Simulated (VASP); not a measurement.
SnSe2: band structure with r2SCAN+rVV10

The system is SnSe2.

```
CELL_PARAMETERS angstrom
3.82928 0.00000 0.00000
-1.91464 3.31625 0.00000
0.00000 0.00000 6.24267
ATOMIC_POSITIONS crystal
Sn 0.00000 0.00000 0.00000
Se 0.33333 0.66667 0.25270
Se 0.66667 0.33333 0.74730
```

The cell is a database's computed one.

- Program: VASP 6.6.1
- Task: band structure
- Functional: r2SCAN
- Dispersion: rVV10
- Potentials or basis: VASP PAW PBE potentials, release 64 (Sn_d, Se)
- Cutoff: 520 eV
- k mesh: 10 × 10 × 5
- Occupations: gaussian, width 0.02 eV
- Spin: no spin polarisation
- Further INCAR settings: ALGO = Normal; EDIFF = 1e-06; NBANDS = 20

- Pressure: 0.0 GPa
- Largest force: 0.005 eV/Å
- Band gap on the k mesh: 0.96 eV, indirect (least direct gap 1.50 eV)
- Band gap along the path: 0.94 eV, indirect (least direct gap 1.48 eV)

Forces in eV/Å, atoms in the order of the input:
```
Sn   0.000  0.000  0.000
Se   0.000  0.000  0.005
Se   0.000  0.000 -0.005
```

Levels at the corners of the path, in eV from the valence-band top:
```
point  band 11  band 12  band 13  band 14  band 15  band 16
    Γ    -0.30    -0.30    -0.11     1.40     3.54     5.05
    M    -2.53    -1.22    -0.27     1.39     4.23     5.77
    M    -2.53    -1.22    -0.27     1.39     4.23     5.77
    K    -3.30    -1.54    -1.54     1.50     6.85     6.85
    K    -3.30    -1.54    -1.54     1.50     6.85     6.85
    Γ    -0.30    -0.30    -0.11     1.40     3.54     5.05
    Γ    -0.30    -0.30    -0.11     1.40     3.54     5.05
    A    -0.68    -0.14    -0.14     2.79     3.48     4.79
    A    -0.68    -0.14    -0.14     2.79     3.48     4.79
    L    -2.00    -0.82    -0.66     0.99     4.60     5.16
    L    -2.00    -0.82    -0.66     0.99     4.60     5.16
    H    -3.67    -0.41    -0.41     2.61     5.01     5.01
    H    -3.67    -0.41    -0.41     2.61     5.01     5.01
    A    -0.68    -0.14    -0.14     2.79     3.48     4.79
    L    -2.00    -0.82    -0.66     0.99     4.60     5.16
    M    -2.53    -1.22    -0.27     1.39     4.23     5.77
    K    -3.30    -1.54    -1.54     1.50     6.85     6.85
    H    -3.67    -0.41    -0.41     2.61     5.01     5.01
```

It took 6.1 min on 1 thread of Intel(R) Xeon(R) 6975P-C (Granite Rapids), on a shared host, peak memory 0.4 GiB.

Caveat: the PAW data sets were made with another functional, which shifts forces and pressure a little; spin-orbit coupling is left out, which moves the levels of the heavy elements.
